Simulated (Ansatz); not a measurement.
# Ni: equation of state

One table from this session's results is given with a row withheld; the runs are named, their logs left out.

This is Ni in the bcc structure; at room conditions it is fcc.

Program: Ansatz 0.2.0. Level of theory: DFT PBE, scalar-relativistic. These are calculated values, not measurements.

1 further run of the same task is left out (set aside as unsound or not needed).

## The structure to begin with

Symmetry: Im-3m, No. 229, cubic system. The conventional cell has a = 2.802 Å, b = 2.802 Å, c = 2.802 Å, α = 90.00°, β = 90.00°, γ = 90.00°. Around Ni (site symmetry m-3m) lie 8 Ni at 2.43 Å.

As a file:

```
CELL_PARAMETERS angstrom
-1.40092 1.40092 1.40092
1.40092 -1.40092 1.40092
1.40092 1.40092 -1.40092
ATOMIC_POSITIONS crystal
Ni 0.00000 0.00000 0.00000
```

The structure (bcc type) was typed from a prototype and relaxed by PAW; whether it is the ground state wasn't tested.

The first run:

Contents of input.yaml:

```yaml
crystal:
  lattice:
    - [-1.3819861724, 1.3819861724, 1.3819861724]
    - [1.3819861724, -1.3819861724, 1.3819861724]
    - [1.3819861724, 1.3819861724, -1.3819861724]
  atoms:
    - { symbol: Ni, position: [0.0, 0.0, 0.0], spin: 1.5 }
magnetization:
  spin_polarized: true
kpoints:
  mp_grid: { grid: [18, 18, 18] }
scf:
  occupations: { method: fermi_dirac, width: 0.08 }
hamiltonian:
  xc: pbe
  pseudopotentials: { kind: all_electron, lapw: { basis_error: 0.0005 } }
output:
  forces: true
  stress: true
  eigenvalues: true
```

Among the steps run: Volume × 0.96, LAPW; Volume × 0.96, PAW; Volume × 0.96, crystal datasets; Volume × 0.98, LAPW; Volume × 0.98, PAW; Volume × 1.02, LAPW; Volume × 1.02, PAW; Volume × 1.04, LAPW; Volume × 1.04, PAW; Volume × 1.04, crystal datasets.

One of the session's tables, all rows but one given; the rest of the session is left out.

It belongs to the step «The equation of state». 

| method | volume (Å³/atom) | moment Ni (μB) |
| --- | --- | --- |
| LAPW | 10.558 | 0.56 |
| LAPW | 10.778 | 0.57 |
| LAPW | 10.998 | 0.59 |
| LAPW | 11.218 | 0.60 |
| LAPW | 11.438 | 0.61 |
| PAW | 10.558 | 0.56 |
| PAW | 10.778 | ? |
| PAW | 10.998 | 0.59 |
| PAW | 11.218 | 0.60 |
| PAW | 11.438 | 0.61 |
| crystal datasets | 10.558 | 0.56 |
| crystal datasets | 10.998 | 0.59 |
| crystal datasets | 11.438 | 0.61 |

**Question.** Estimate the row for PAW, 10.778.

**Answer.** moment Ni (μB): 0.58. In the column «moment Ni (μB)» it lies between LAPW, 10.778 (0.57) and LAPW, 10.998 (0.59).

Limits of these values: Other magnetic orders may lie lower; this is the state that the run reached. Warnings in the runs' records: crystal datasets made, printed levels off, band levels unverified.
